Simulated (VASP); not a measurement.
# MoP (P-6m2) in VASP: a series of runs

The runs below take MoP through relaxation of cell and atoms, single point, with PBEsol, PBE.

All numbers are computed with VASP 6.6.1; they aren't measurements. Logs are shortened: lines on timing, memory, paths and dates and some standing lists are left out, and cuts for length are marked.

## (1) The crystal as given

Symmetry: P-6m2, No. 187, hexagonal system. Conventional cell: a = 3.223 Å, b = 3.223 Å, c = 3.191 Å, α = 90.00°, β = 90.00°, γ = 120.00°. Around Mo (site symmetry -6m2) lie 6 P at 2.45 Å. P (site symmetry -6m2) has 6 Mo at 2.45 Å as nearest neighbours.

## (2) Relaxation of cell and atoms, PBEsol, target pressure 30 GPa, at which the enthalpy is minimised

INCAR

```
SYSTEM = MoP
PREC = Accurate
ENCUT = 600
EDIFF = 1E-7
ISMEAR = -1
SIGMA = 0.05
LREAL = .FALSE.
LASPH = .TRUE.
NELM = 60
ALGO = Fast
ISIF = 3
LWAVE = .FALSE.
LCHARG = .FALSE.
GGA = PS
IBRION = 2
NSW = 40
EDIFFG = -0.01
PSTRESS = 300
```

KPOINTS

```
Automatic mesh
0
G
  10 10 8
  0 0 0
```

POSCAR

```
MoP
1.0
    3.2230000000      0.0000000000      0.0000000000
   -1.6115000000      2.7911998764      0.0000000000
    0.0000000000      0.0000000000      3.1910000000
Mo P
1 1
Direct
    0.0000000000      0.0000000000      0.0000000000
    0.3333333333      0.6666666667      0.5000000000
```

Potentials or basis: VASP PAW PBE potentials, release 64 (Mo_sv, P).

The run is started by

```sh
> cat potpaw_PBE.64/Mo_sv/POTCAR potpaw_PBE.64/P/POTCAR > POTCAR
> mpirun -np 1 vasp_std > vasp.out
```

OUTCAR:

```text
SYSTEM = MoP
   PREC = Accurate
   ENCUT = 600
   EDIFF = 1E-7
   ISMEAR = -1
   LREAL = .FALSE.
   LASPH = .TRUE.
   NELM = 60
   ISIF = 3
   GGA = PS
   IBRION = 2
   NSW = 40
   EDIFFG = -0.01
   PSTRESS = 300

 ion  position               nearest neighbor table
   1  0.000  0.000  0.000-   2 2.45   2 2.45   2 2.45   2 2.45   2 2.45   2 2.45
   2  0.333  0.667  0.500-   1 2.45   1 2.45   1 2.45   1 2.45   1 2.45   1 2.45

  LATTYP: Found a hexagonal cell.
 ALAT       =     3.2230000000
 C/A-ratio  =     0.9900713621

  Lattice vectors:

 A1 = (   3.2230000000,   0.0000000000,   0.0000000000)
 A2 = (  -1.6115000000,   2.7911998764,   0.0000000000)
 A3 = (   0.0000000000,   0.0000000000,   3.1910000000)

Analysis of symmetry for initial positions (statically):
=====================================================================
 Subroutine PRICEL returns:
 Original cell was already a primitive cell.

 Routine SETGRP: Setting up the symmetry group for a
 hexagonal supercell.

 Subroutine GETGRP returns: Found 12 space group operations
 (whereof 12 operations were pure point group operations)
 out of a pool of 24 trial point group operations.

The static configuration has the point symmetry D_3h.

Analysis of symmetry for dynamics (positions and initial velocities):
=====================================================================
 Subroutine PRICEL returns:
 Original cell was already a primitive cell.

 Routine SETGRP: Setting up the symmetry group for a
 hexagonal supercell.

 Subroutine GETGRP returns: Found 12 space group operations
 (whereof 12 operations were pure point group operations)
 out of a pool of 24 trial point group operations.

The dynamic configuration has the point symmetry D_3h.

 Subroutine INISYM returns: Found 12 space group operations
 (whereof 12 operations are pure point group operations),
 and found     1 'primitive' translations

----------------------------------------------------------------------------------------

                                     Primitive cell

  volume of cell :      28.7064

  direct lattice vectors                    reciprocal lattice vectors
     3.223000000  0.000000000  0.000000000     0.310269935  0.179134430  0.000000000
    -1.611500000  2.791199876  0.000000000     0.000000000  0.358268861  0.000000000
     0.000000000  0.000000000  3.191000000     0.000000000  0.000000000  0.313381385

  length of vectors
     3.223000000  3.223000000  3.191000000     0.358268861  0.358268861  0.313381385
[... 113 lines left out ...]
 non-spin polarized calculation
 RMM-DIIS sequential band-by-band and
  energy-cutoff  :      600.00
  volume of cell :       28.71
 maximum number of plane-waves:       974
 NGX is ok and might be reduce to    28
   NGX = 13   NGY = 13   NGZ = 13

--------------------------------------- Ionic step        1  -------------------------------------------

 number of electron      18.9999999 magnetization

 Free energy of the ion-electron system (eV)
  ---------------------------------------------------
  ext. energy  EPLUGINS =         0.00000000
  ---------------------------------------------------
  free energy    TOTEN  =       -19.05831242 eV

  energy without entropy =      -19.05415568  energy(sigma->0) =      -19.05623405

------------------------ aborting loop because EDIFF is reached ----------------------------------------

  FORCE on cell =-STRESS in cart. coord.  units (eV):
  Direction    XX          YY          ZZ          XY          YZ          ZX
  --------------------------------------------------------------------------------------
  -------------------------------------------------------------------------------------
  Total       -0.5646869     -0.5646869     -0.7693551      0.0000000     -0.0000000      0.0000000
  in kB      -31.5166644    -31.5166644    -42.9397381      0.0000000     -0.0000000      0.0000000
  external PRESSURE =    -335.3243556 kB  Pullay stress =     300.0000000 kB
[... 97 lines left out ...]
  energy  without entropy=      -18.9053954954  energy(sigma->0) =      -18.90705719

  enthalpy is  TOTEN    =       -14.0310257477 eV   P V=        4.8776931391

[... ionic steps 4 to 7 ...]

--------------------------------------- Ionic step        8  -------------------------------------------

 number of electron      18.9999999 magnetization

------------------------ aborting loop because EDIFF is reached ----------------------------------------
[... 71 lines left out ...]
--------------------------------------- Ionic step       10  -------------------------------------------

 number of electron      18.9999999 magnetization

 Free energy of the ion-electron system (eV)
  ---------------------------------------------------
  ext. energy  EPLUGINS =         0.00000000
  ---------------------------------------------------
  free energy    TOTEN  =       -18.82688092 eV

  energy without entropy =      -18.82341913  energy(sigma->0) =      -18.82515003

 E-fermi :  13.7264     XC(G=0): -13.3261

 val. band max:       13.7153004752   @ k =   0.2000  -0.0000   0.0000
 cond. band min:      13.7379295091   @ k =   0.1000   0.1000   0.0000
 fundamental gap:      0.0226290338
 Fermi energy:        13.7264438817

 k-point     1 :       0.0000    0.0000    0.0000
  band No.  band energies     occupation
      1     -47.2826      2.00000
      2     -21.5429      2.00000
      3     -21.2113      2.00000
      4     -21.2113      2.00000
      5      -1.0350      2.00000
      6       8.7215      2.00000
      7      10.1267      2.00000
      8      10.1267      2.00000
      9      12.9242      2.00000
     10      14.0540      0.00285
     11      14.0540      0.00285
     12      18.4606      0.00000
     13      18.4606      0.00000
[... 354 lines left out ...]
  band No.  band energies     occupation
      1     -47.2156      2.00000
      2     -21.7429      2.00000
      3     -21.5167      2.00000
      4     -21.3661      2.00000
      5       2.1631      2.00000
      6       6.0225      2.00000
      7       8.5757      2.00000
      8       9.9275      2.00000
      9      11.2749      2.00000
     10      14.2273      0.00009
     11      15.8479      0.00000
     12      16.3980      0.00000
     13      18.6073      0.00000

 [... further k-points ...]

------------------------ aborting loop because EDIFF is reached ----------------------------------------

  FORCE on cell =-STRESS in cart. coord.  units (eV):
  Direction    XX          YY          ZZ          XY          YZ          ZX
  --------------------------------------------------------------------------------------
  -------------------------------------------------------------------------------------
  Total        4.7783255      4.7783255      4.7798662     -0.0000000      0.0000000      0.0000000
  in kB      300.0141514    300.0141515    300.1108839     -0.0000000      0.0000000      0.0000000
  external PRESSURE =       0.0463956 kB  Pullay stress =     300.0000000 kB
[... 21 lines left out ...]
  energy  without entropy=      -18.8234191322  energy(sigma->0) =      -18.82515003

  enthalpy is  TOTEN    =       -14.0487808074 eV   P V=        4.7781001106

 reached required accuracy - stopping structural energy minimisation
```

CONTCAR:

```text
MoP
   1.00000000000000
     3.0775772784149802    0.0000000000000000    0.0000000000000000
    -1.5387886392074901    2.6652601052203280   -0.0000000000000000
     0.0000000000000000    0.0000000000000000    3.1109713168708719
  Mo              P
     1     1
Direct
     0.0000000000000000    0.0000000000000000    0.0000000000000000
     0.3333333332999970    0.6666666667000030    0.5000000000000000

  0.00000000E+00  0.00000000E+00  0.00000000E+00
  0.00000000E+00  0.00000000E+00  0.00000000E+00
```

Run time: 2.4 min. Hardware: 1 thread of Intel Xeon Platinum 8488C (Sapphire Rapids), shared host; peak memory 0.18 GiB.

Results:

| Item | Value |
| --- | --- |
| Free energy | -18.8269 eV |
| Relaxed volume | 12.76 Å³/atom |
| Relaxed cell | a = 3.078 Å, b = 3.078 Å, c = 3.111 Å, α = 90.00°, β = 90.00°, γ = 120.00° |
| Space group after relaxing (to 0.05 Å) | P-6m2 (No. 187) |
| Energy change on relaxing (the enthalpy is what falls) | +115.7 meV/atom |
| Ionic steps | 10 |
| Pressure after relaxing | 30.0 GPa |
| Band gap on the k mesh | none (metal or under the smearing width) |

Step by step:
| step | energy change (eV) | largest force (eV/Å) | pressure (GPa) | volume (Å³) |
| --- | --- | --- | --- | --- |
| 1 | 0.0000 | 0.0000 | -3.53 | 28.71 |
| 2 | 6.2804 | 0.0000 | 286.92 | 17.95 |
| 3 | 0.1496 | 0.0000 | 23.52 | 26.05 |
| 4 | 0.2013 | 0.0000 | 28.16 | 25.73 |
| 5 | 0.2227 | 0.0000 | 29.83 | 25.61 |
| 6 | 0.2340 | 0.0000 | 30.68 | 25.55 |
| 7 | 0.2474 | 0.0000 | 31.00 | 25.44 |
| 8 | 0.2435 | 0.0000 | 30.92 | 25.45 |
| 9 | 0.2022 | 0.0000 | 27.69 | 25.68 |
| 10 | 0.2314 | 0.0000 | 30.00 | 25.52 |

Final structure:
```
Mo P
1.0
     3.07758    0.00000    0.00000
    -1.53879    2.66526    0.00000
     0.00000    0.00000    3.11097
Mo P
1 1
Direct
  0.00000 0.00000 0.00000
  0.33333 0.66667 0.50000
```

Levels at points of the mesh, in eV from the Fermi level:
```
           k point  band 7  band 8  band 9  band 10  band 11  band 12  band 13
(0.00, 0.00, 0.00)   -3.60   -3.60   -0.80     0.33     0.33     4.73     4.73
(0.50, 0.00, 0.00)   -4.62   -4.49   -1.09    -0.57     2.12     3.06     5.00
(0.00, 0.00, 0.50)   -2.91   -2.91   -1.99    -1.99     1.31     3.25     3.25
(0.50, 0.00, 0.50)   -5.74   -4.87   -1.14     1.86     2.07     4.13     5.93
```

Caveat: the cell is relaxed towards a set pressure, so the enthalpy falls and the energy may rise; the PAW data sets were made with another functional, which shifts forces and pressure a little.

## (3) Single point, PBE

INCAR

```
PREC = Accurate
ENCUT = 350
EDIFF = 1E-7
ISMEAR = 0
SIGMA = 0.02
LREAL = F
LASPH = T
NELM = 100
ALGO = Fast
ISIF = 2
LWAVE = F
LCHARG = F
GGA = PE
```

KPOINTS

```
Automatic mesh
0
Gamma
  5 5 4
```

POSCAR is that of step 2.

Potentials or basis: VASP PAW PBE potentials, release 64 (Mo_sv_GW, P_GW).

The run is started by

```sh
> cat potpaw_PBE.64/Mo_sv_GW/POTCAR potpaw_PBE.64/P_GW/POTCAR > POTCAR
> mpirun -np 1 vasp_std > vasp.out
```

OUTCAR:

```text
PREC = Accurate
   ENCUT = 350
   EDIFF = 1E-7
   ISMEAR = 0
   LREAL = F
   LASPH = T
   NELM = 100
   ISIF = 2
   GGA = PE

 ion  position               nearest neighbor table
   1  0.000  0.000  0.000-   2 2.45   2 2.45   2 2.45   2 2.45   2 2.45   2 2.45
   2  0.333  0.667  0.500-   1 2.45   1 2.45   1 2.45   1 2.45   1 2.45   1 2.45

  LATTYP: Found a hexagonal cell.
 ALAT       =     3.2230000000
 C/A-ratio  =     0.9900713621

  Lattice vectors:

 A1 = (   3.2230000000,   0.0000000000,   0.0000000000)
 A2 = (  -1.6115000000,   2.7911998764,   0.0000000000)
 A3 = (   0.0000000000,   0.0000000000,   3.1910000000)

Analysis of symmetry for initial positions (statically):
=====================================================================
 Subroutine PRICEL returns:
 Original cell was already a primitive cell.

 Routine SETGRP: Setting up the symmetry group for a
 hexagonal supercell.

 Subroutine GETGRP returns: Found 12 space group operations
 (whereof 12 operations were pure point group operations)
 out of a pool of 24 trial point group operations.

The static configuration has the point symmetry D_3h.

Analysis of symmetry for dynamics (positions and initial velocities):
=====================================================================
 Subroutine PRICEL returns:
 Original cell was already a primitive cell.

 Routine SETGRP: Setting up the symmetry group for a
 hexagonal supercell.

 Subroutine GETGRP returns: Found 12 space group operations
 (whereof 12 operations were pure point group operations)
 out of a pool of 24 trial point group operations.

The dynamic configuration has the point symmetry D_3h.

 Subroutine INISYM returns: Found 12 space group operations
 (whereof 12 operations are pure point group operations),
 and found     1 'primitive' translations

----------------------------------------------------------------------------------------
[... 112 lines left out ...]
   LEPSILON=     F    determine dielectric tensor
   LRPA    =     F    only Hartree local field effects (RPA)
 non-spin polarized calculation
 RMM-DIIS sequential band-by-band and
 Gauss-broadening in eV      SIGMA  =   0.02
  energy-cutoff  :      350.00
  volume of cell :       28.71
 maximum number of plane-waves:       439
 NGX is ok and might be reduce to    20
   NGX =  9   NGY =  9   NGZ =  9

 number of electron      19.0000000 magnetization

 Free energy of the ion-electron system (eV)
  ---------------------------------------------------
  ext. energy  EPLUGINS =         0.00000000
  ---------------------------------------------------
  free energy    TOTEN  =       -18.43682723 eV

  energy without entropy =      -18.43572768  energy(sigma->0) =      -18.43627745

 E-fermi :  11.6257     XC(G=0): -12.6324

 val. band max:       11.5873287854   @ k =   0.2000  -0.0000   0.0000
 cond. band min:      11.6351346780   @ k =   0.2000   0.2000   0.2500
 fundamental gap:      0.0478058926
 Fermi energy:        11.6256704167

 k-point     1 :       0.0000    0.0000    0.0000
  band No.  band energies     occupation
      1     -49.6620      2.00000
      2     -23.7549      2.00000
      3     -23.6290      2.00000
      4     -23.6290      2.00000
      5      -2.3464      2.00000
      6       7.3976      2.00000
      7       8.2408      2.00000
      8       8.2408      2.00000
      9      10.8602      2.00000
     10      11.8472      0.00000
     11      11.8472      0.00000
     12      15.6998      0.00000
     13      15.7092      0.00000
[... 210 lines left out ...]
  band No.  band energies     occupation
      1     -49.6082      2.00000
      2     -23.9642      2.00000
      3     -23.8849      2.00000
      4     -23.7473      2.00000
      5       0.6501      2.00000
      6       5.1022      2.00000
      7       5.7012      2.00000
      8       8.1224      2.00000
      9      10.1557      2.00000
     10      13.2744      0.00000
     11      14.3775      0.00000
     12      14.8905      0.00000
     13      16.1522      0.00000

------------------------ aborting loop because EDIFF is reached ----------------------------------------

  FORCE on cell =-STRESS in cart. coord.  units (eV):
  Direction    XX          YY          ZZ          XY          YZ          ZX
  --------------------------------------------------------------------------------------
  -------------------------------------------------------------------------------------
  Total       -0.0761032     -0.0761032      0.9793591     -0.0000000     -0.0000000      0.0000000
  in kB       -4.2475178     -4.2475178     54.6606116     -0.0000000     -0.0000000      0.0000000
  external PRESSURE =      15.3885253 kB  Pullay stress =       0.0000000 kB

 VOLUME and BASIS-vectors are now :
 -----------------------------------------------------------------------------
  energy-cutoff  :      350.00
  volume of cell :       28.71
      direct lattice vectors                 reciprocal lattice vectors
     3.223000000  0.000000000  0.000000000     0.310269935  0.179134430  0.000000000
    -1.611500000  2.791199876  0.000000000     0.000000000  0.358268861  0.000000000
     0.000000000  0.000000000  3.191000000     0.000000000  0.000000000  0.313381385

 POSITION                                       TOTAL-FORCE (eV/Angst)
 -----------------------------------------------------------------------------------
      0.00000      0.00000      0.00000        -0.000000      0.000000      0.000000
     -0.00000      1.86080      1.59550         0.000000      0.000000      0.000000
 -----------------------------------------------------------------------------------
    total drift:                                0.000000     -0.000000      0.000000

  FREE ENERGIE OF THE ION-ELECTRON SYSTEM (eV)
  ---------------------------------------------------
  free  energy   TOTEN  =       -18.4368272259 eV

  energy  without entropy=      -18.4357276753  energy(sigma->0) =      -18.43627745
```

OSZICAR:

```text
N       E                     dE             d eps       ncg     rms          rms(c)
DAV:   1     0.830766557533E+02    0.83077E+02   -0.87909E+03   471   0.112E+03
DAV:   2    -0.141444475795E+02   -0.97221E+02   -0.95030E+02   510   0.433E+02
DAV:   3    -0.206327025128E+02   -0.64883E+01   -0.59290E+01   564   0.893E+01
DAV:   4    -0.209083816828E+02   -0.27568E+00   -0.27477E+00   590   0.181E+01
DAV:   5    -0.209167641871E+02   -0.83825E-02   -0.83797E-02   604   0.285E+00    0.894E+00
RMM:   6    -0.183854671822E+02    0.25313E+01   -0.10101E+01   535   0.297E+01    0.311E+00
RMM:   7    -0.184585833855E+02   -0.73116E-01   -0.11604E+00   565   0.963E+00    0.185E+00
RMM:   8    -0.184473407603E+02    0.11243E-01   -0.16300E-01   511   0.472E+00    0.807E-01
RMM:   9    -0.184362932389E+02    0.11048E-01   -0.60342E-02   529   0.264E+00    0.119E-01
RMM:  10    -0.184371574615E+02   -0.86422E-03   -0.12617E-02   609   0.954E-01    0.117E-01
RMM:  11    -0.184367725993E+02    0.38486E-03   -0.19361E-03   501   0.578E-01    0.321E-02
RMM:  12    -0.184368236636E+02   -0.51064E-04   -0.63624E-04   574   0.274E-01    0.225E-02
RMM:  13    -0.184368260937E+02   -0.24301E-05   -0.17651E-04   629   0.112E-01    0.831E-03
RMM:  14    -0.184368271188E+02   -0.10252E-05   -0.33736E-05   613   0.472E-02    0.593E-03
RMM:  15    -0.184368271297E+02   -0.10877E-07   -0.85585E-06   591   0.297E-02    0.247E-03
RMM:  16    -0.184368273234E+02   -0.19369E-06   -0.24150E-06   536   0.114E-02    0.950E-04
RMM:  17    -0.184368272259E+02    0.97525E-07   -0.43564E-07   373   0.722E-03
   1 F= -.18436827E+02 E0= -.18436277E+02  d E =-.109955E-02
```

It took 7.4 s on 1 thread of Intel Xeon Platinum 8488C (Sapphire Rapids), shared host; peak memory 0.13 GiB.

Results:

- Free energy: -18.4368 eV
- Band gap on the k mesh: none (metal or under the smearing width)

Caveat: the k mesh is coarse (spacing up to 0.49 Å⁻¹), so the values aren't converged; the cutoff is under 1.25 times the usual one of these potentials, so pressure, stress and relaxed cells hold a basis-set (Pulay) error.

[end of part 1 of 2]
